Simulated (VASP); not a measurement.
# Al₈H: convergence, nudged elastic band

Al₈H, defect, 9 atoms in the cell. PBE, nudged elastic band; PAW potentials Al, H (PBE set). VASP 6.6.1.

Wanted: barrier within 0.02 eV.

Path: an interstitial H atom hops to the next site of its kind.

The series start from Moving images: 3; Force threshold EDIFFG (eV/Å): -0.05; Optimiser of the band: quasi-Newton, POTIM 0.3; Spring constant SPRING: -5; First guess of the path: IDPP. Each series keeps the choices made before it, and each single choice may use up half of a tolerance. Times cover all steps of a run.

## Moving images

| Moving images | Barrier (eV) | Time (s) |
|---|---|---|
| 1 | 0.501 | 71 |
| 3 | 0.500 | 123 |
| 5 (reference) | 0.500 | 127 |

Chosen: 1, the loosest value from which every tighter one stays within half of the tolerance.

## Force threshold EDIFFG (eV/Å)

| Force threshold EDIFFG (eV/Å) | Barrier (eV) | Time (s) |
|---|---|---|
| -0.3 | 0.509 | 65 |
| -0.1 | 0.504 | 88 |
| -0.05 | 0.501 | 71 |
| -0.02 (reference) | 0.500 | 95 |

Chosen: -0.3.

## Optimiser of the band

| Optimiser of the band | Barrier (eV) | Time (s) |
|---|---|---|
| quasi-Newton, POTIM 0.3 | 0.509 | 65 |
| quasi-Newton, POTIM 0.5 | 0.509 | 61 |
| quasi-Newton, POTIM 0.3, 2 steps kept | 0.509 | 58 |
| velocity quench, POTIM 0.1 | 0.507 | 70 |
| damped dynamics, POTIM 0.2, SMASS 0.8 | 0.503 | 83 |
| damped dynamics, POTIM 0.1, SMASS 2 (steepest descent) | 0.511 | 99 |

Chosen: quasi-Newton, POTIM 0.3; no other choice that stays within half of the tolerance saves 30 % of the time.

## Spring constant SPRING

| Spring constant SPRING | Barrier (eV) | Time (s) |
|---|---|---|
| -5 | 0.509 | 65 |
| -1 | 0.509 | 57 |
| -15 | 0.509 | 54 |
| 0 | 0.509 | 57 |

Chosen: -5.

## First guess of the path

| First guess of the path | Barrier (eV) | Time (s) |
|---|---|---|
| IDPP | 0.509 | 65 |
| linear | 0.514 | 54 |

Chosen: IDPP.

## All choices together

| Input | Barrier (eV) | Time (s) |
|---|---|---|
| conjugate gradient (naive) | 0.500 | 156 |
| chosen settings | 0.509 | 65 |
| reference settings throughout | 0.500 | 171 |

The tolerance is met.

## The input

INCAR.step1:
```
ALGO = Normal ; EDIFF = 1E-6
EDIFFG = -0.02 ; ENCUT = 250
IBRION = 2 ; ISIF = 2
ISMEAR = 1 ; KPAR = 3
LASPH = True ; LCHARG = False
LREAL = False ; LWAVE = False
NELM = 100 ; NSW = 100
POTIM = 0.5 ; PREC = Normal
SIGMA = 0.1
```

INCAR.step3, as INCAR.step1 but for:
```
- EDIFFG = -0.02
- IBRION = 2
- ISIF = 2
- KPAR = 3
- POTIM = 0.5
+ EDIFFG = -0.3
+ IBRION = 1
+ IMAGES = 1
+ POTIM = 0.3
+ SPRING = -5
```

KPOINTS:
```
k-points
0
Gamma
  4 4 4
```

00/POSCAR:
```
Al8H
1.0
    0.0000000000      4.0496100000      4.0496100000
    4.0496100000      0.0000000000      4.0496100000
    4.0496100000      4.0496100000      0.0000000000
Al H
8 1
Direct
    0.0000000000      0.0000000000      0.0000000000
    0.9972528970      0.9972528970      0.5027471030
    0.9972528970      0.5027471030      0.9972528970
    0.9972528970      0.5027471030      0.5027471030
    0.5027471030      0.9972528970      0.9972528970
    0.5027471030      0.9972528970      0.5027471030
    0.5027471030      0.5027471030      0.9972528970
    0.5000000000      0.5000000000      0.5000000000
    0.2500000000      0.2500000000      0.2500000000
```

01/POSCAR:
```
Al8H
1.0
    0.0000000000      4.0496100000      4.0496100000
    4.0496100000      0.0000000000      4.0496100000
    4.0496100000      4.0496100000      0.0000000000
Al H
8 1
Direct
   -0.0196255830     -0.0044525295     -0.0044716456
    0.9692230070      1.0000062795      0.4999937199
    0.9692235341      0.4999937049      1.0000062916
    0.9659641698      0.5043979096      0.5044169620
    0.4747790540      0.9955830149      0.9956021101
    0.4733375364      0.9434290550      0.5565709498
    0.4733365858      0.5565709476      0.9434290523
    0.4714502543      0.5044716413      0.5044525305
    0.4723114415      0.2500000035      0.2500000026
```

02/POSCAR:
```
Al8H
1.0
    0.0000000000      4.0496100000      4.0496100000
    4.0496100000      0.0000000000      4.0496100000
    4.0496100000      4.0496100000      0.0000000000
Al H
8 1
Direct
   -0.0528085374     -0.0027470181     -0.0027470181
    0.9471914626      0.9972529819      0.5027470181
    0.9471914626      0.5027470181      0.9972529819
    0.9444444444      0.5000000000      0.5000000000
    0.4444444444      1.0000000000      1.0000000000
    0.4416974263      0.9972529819      0.5027470181
    0.4416974263      0.5027470181      0.9972529819
    0.4416974263      0.5027470181      0.5027470181
    0.6944444444      0.2500000000      0.2500000000
```

POSCAR.step1:
```
Al8H
1.0
    0.0000000000      4.0496100000      4.0496100000
    4.0496100000      0.0000000000      4.0496100000
    4.0496100000      4.0496100000      0.0000000000
Al H
8 1
Direct
    0.0000000000      0.0000000000      0.0000000000
    0.0000000000      0.0000000000      0.5000000000
    0.0000000000      0.5000000000      0.0000000000
    0.0000000000      0.5000000000      0.5000000000
    0.5000000000      0.0000000000      0.0000000000
    0.5000000000      0.0000000000      0.5000000000
    0.5000000000      0.5000000000      0.0000000000
    0.5000000000      0.5000000000      0.5000000000
    0.2500000000      0.2500000000      0.2500000000
```

POSCAR.step2:
```
Al8H
1.0
    0.0000000000      4.0496100000      4.0496100000
    4.0496100000      0.0000000000      4.0496100000
    4.0496100000      4.0496100000      0.0000000000
Al H
8 1
Direct
    0.0000000000      0.0000000000      0.0000000000
    0.0000000000      0.0000000000      0.5000000000
    0.0000000000      0.5000000000      0.0000000000
    0.0000000000      0.5000000000      0.5000000000
    0.5000000000      0.0000000000      0.0000000000
    0.5000000000      0.0000000000      0.5000000000
    0.5000000000      0.5000000000      0.0000000000
    0.5000000000      0.5000000000      0.5000000000
   -0.2500000000      0.2500000000      0.2500000000
```

Commands (each step's output is kept before the next begins):
```
cat potpaw_PBE.64/Al/POTCAR potpaw_PBE.64/H/POTCAR > POTCAR
cp INCAR.step1 INCAR
cp POSCAR.step1 POSCAR
mpirun -np 3 vasp_std > vasp.out
cp POSCAR.step2 POSCAR
mpirun -np 3 vasp_std > vasp.out
# 00 and 02 hold the relaxed ends; the images between are interpolated (pair-distance (IDPP))
cp INCAR.step3 INCAR
mpirun -np 1 vasp_std > vasp.out
```

The naive input happens to agree within the tolerance here, in 156 s.

Limits: the cell holds 9 atoms, so the vacancy or interstitial meets its own images and the barrier isn't that of a lone defect; the atom stays on the straight, symmetric line between the sites, so the barrier is an upper bound: a way around it wasn't tried; a single image in the middle can't show two humps with a dip between them, and says nothing of the springs.

The chosen input took VASP 6.6.1 65 s on 3 cores (Intel Xeon Platinum 8259CL @ 2.50GHz (Skylake/Cascade Lake)), a shared host.
